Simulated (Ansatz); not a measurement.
# Fitting the LDA energy curve of As

```cif
data_structure
_symmetry_space_group_name_H-M 'P 1'
_symmetry_Int_Tables_number 1
_cell_length_a 2.7037
_cell_length_b 2.7037
_cell_length_c 2.7037
_cell_angle_alpha 90.000
_cell_angle_beta 90.000
_cell_angle_gamma 90.000
_cell_volume 19.76
loop_
_atom_site_label
_atom_site_type_symbol
_atom_site_fract_x
_atom_site_fract_y
_atom_site_fract_z
_atom_site_occupancy
As1 As 0.50000 0.50000 0.50000 1
```

This isn't the form of As at room conditions, which is rhombohedral.

The cell was scaled at fixed shape and fractions and run with Ansatz, Ansatz PAW, cutoff 420 eV; LDA, k mesh 10 × 10 × 10 on the cell of 1 atom, fermi-dirac occupations of 0.05 eV, no spin polarisation, no spin-orbit coupling. The potentials were made for PBE. Energies are those that the program minimises, any entropy of the smearing included. For a metal such a mesh isn't converged to the digits shown.

```tsv
V (Å³/atom)	energy over the lowest row (meV/atom)
18.5778	3.62
18.9731	0.00
19.3684	1.34
19.7636	7.13
20.1589	?
20.5542	30.29
20.9494	46.91
```

Problem. Fit the third-order Birch-Murnaghan form, give V0, B0 and B′, and predict the energy left open.

Solution. With y = (V0/V)^(2/3), E = E0 + (9 V0 B0/16) [(y - 1)³ B′ + (y - 1)² (6 - 4y)]. Least squares through the rows shown give V0 = 19.0580 Å³/atom, E0 = -0.11 meV, B0 = 94.47 GPa (1 eV/Å³ = 160.218 GPa) and B′ = 4.16, with a largest miss of 0.01 meV. At V = 20.1589 the form with these constants gives 16.91 meV; the run gave 16.91 meV an atom.
